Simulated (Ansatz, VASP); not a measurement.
# Two plane-wave programs on TiO2

The input INCAR:

```
SYSTEM = TiO2
ALGO     = Normal         ! electronic algorithm
EDIFF    = 1E-6           ! SCF threshold, eV
ENCUT    = 520            ! plane-wave cutoff, eV
GGA      = PE             ! functional
ISIF     = 2              ! what is computed and relaxed
ISMEAR   = 0              ! smearing method
LASPH    = .True.         ! aspherical terms in the spheres
LCHARG   = .True.         ! write CHGCAR
LELF     = .True.         ! ELF
LREAL    = .False.        ! projectors in reciprocal space
LVHAR    = .True.       
LWAVE    = .False.        ! write WAVECAR
NBANDS   = 33             ! bands
NELM     = 100            ! most SCF steps
PREC     = Accurate       ! precision mode
SIGMA    = 0.05           ! smearing width, eV
```

File KPOINTS:

```
k-points
0
Gamma
  6 6 10
  0 0 0
```

POSCAR

```
TiO2
1.0
    4.3184000000      0.0000000000      0.0000000000
    0.0000000000      4.3184000000      0.0000000000
    0.0000000000      0.0000000000      2.7268000000
Ti O
2 4
Direct
    0.0000000000      0.0000000000      0.0000000000
    0.5000000000      0.5000000000      0.5000000000
    0.3050970583      0.3050970583      0.0000000000
    0.1949029417      0.8050970583      0.5000000000
    0.6949029417      0.6949029417      0.0000000000
    0.8050970583      0.1949029417      0.5000000000
```

Input for Ansatz:

```yaml
crystal:
  lattice:
    - [4.3184, 0.0, 0.0]
    - [0.0, 4.3184, 0.0]
    - [0.0, 0.0, 2.7268]
  atoms:
    - { symbol: Ti, position: [0.0, 0.0, 0.0] }
    - { symbol: Ti, position: [0.5, 0.5, 0.5] }
    - { symbol: O, position: [0.3050970583, 0.3050970583, 0.0] }
    - { symbol: O, position: [0.1949029417, 0.8050970583, 0.5] }
    - { symbol: O, position: [0.6949029417, 0.6949029417, 0.0] }
    - { symbol: O, position: [0.8050970583, 0.1949029417, 0.5] }
basis:
  ecutwfc: 520.0
kpoints:
  mp_grid: { grid: [6, 6, 10] }
hamiltonian:
  xc: pbe
  pseudopotentials: { kind: paw, azcp: { folder: soft_1 } }
scf:
  occupations: { method: gaussian, width: 0.05 }
output:
  forces: true
  stress: true
  eigenvalues: true
```

Alike in both runs: task single point; functional PBE; k mesh 6 × 6 × 10; occupations gaussian, width 0.05 eV; no spin polarisation.

```csv
,VASP,Ansatz
version,VASP 6.6.1,Ansatz 0.2.0
potentials or method,"VASP PAW PBE potentials, release 64 (Ti_sv, O)","scalar-relativistic, plane waves, PAW"
plane-wave cutoff (eV),520,520
valence electrons in the cell,48,48
```

Ansatz gave:

```
gap on the k mesh at the Fermi level (eV) : 2.46
least direct gap on the mesh (eV)         : 2.47
rms of the force components (eV/Å)        : 0.813
```

**Question.** Which values does VASP return?

**Answer.** gap on the k mesh at the Fermi level (eV): 2.42; least direct gap on the mesh (eV): 2.42; rms of the force components (eV/Å): 0.827.

Atom by atom the forces differ by 0.014 eV/Å (rms over components). With one functional, cell and mesh, what is left measures potentials, basis and numerics.

Caveats: forces of over 1 eV/Å show positions far from the minimum, so gaps and moduli don't describe the material at rest. As with any semilocal functional, this PBE gap is likely too small. A k mesh can miss the band edges.
